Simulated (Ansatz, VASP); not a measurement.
**One calculation of Al, two programs**

Contents of INCAR:

```
  PREC = Accurate
  ENCUT = 520
  EDIFF = 1E-6
  ISMEAR = -1
  SIGMA = 0.05
  LREAL = False
  LASPH = True
  NELM = 100
  ALGO = Normal
  ISIF = 2
  LWAVE = False
  LCHARG = True
  GGA = PE
  LELF = True
  LVHAR = True
  NBANDS = 8
```

The input KPOINTS:

```
regular mesh
0
Gamma
  18 18 18
```

File POSCAR:

```
Al
1.0
    0.0000000000      1.7941631512      1.7941631512
    1.7941631512      0.0000000000      1.7941631512
    1.7941631512      1.7941631512      0.0000000000
Al
1
Direct
    0.0000000000      0.0000000000      0.0000000000
```

Input for Ansatz:

```yaml
crystal:
  lattice:
    - [0.0, 1.7941631512, 1.7941631512]
    - [1.7941631512, 0.0, 1.7941631512]
    - [1.7941631512, 1.7941631512, 0.0]
  atoms:
    - { symbol: Al, position: [0.0, 0.0, 0.0] }
kpoints:
  mp_grid: { grid: [18, 18, 18] }
scf:
  occupations: { method: fermi_dirac, width: 0.05 }
hamiltonian:
  xc: pbe
  pseudopotentials: { kind: all_electron, lapw: { basis_error: 0.001 } }
output:
  forces: true
  stress: true
  eigenvalues: true
  populations: true
```

Change from the starting cell: volume scaled by 0.7, LAPW.

Alike in both runs: task single point; functional PBE; k mesh 18 × 18 × 18; occupations fermi-dirac, width 0.05 eV; no spin polarisation.

|  | VASP | Ansatz |
| --- | --- | --- |
| version | VASP 6.6.1 | Ansatz 0.2.0 |
| potentials or method | VASP PAW PBE potentials, release 64 (Al) | all-electron LAPW, scalar-relativistic |
| plane-wave cutoff (eV) | 520 | see its input |

|  | VASP | Ansatz | Ansatz less VASP |
| --- | --- | --- | --- |
| pressure (GPa) | 60.7 | 60.3 | -0.36 |

Ansatz ran all-electron here, so the differences hold the error of VASP's frozen core and of both bases.

Caveats: the cell as given lies far from equilibrium; so large a pressure means that the cell lies far from this level's equilibrium, or that cutoff or potentials fall short (VASP).
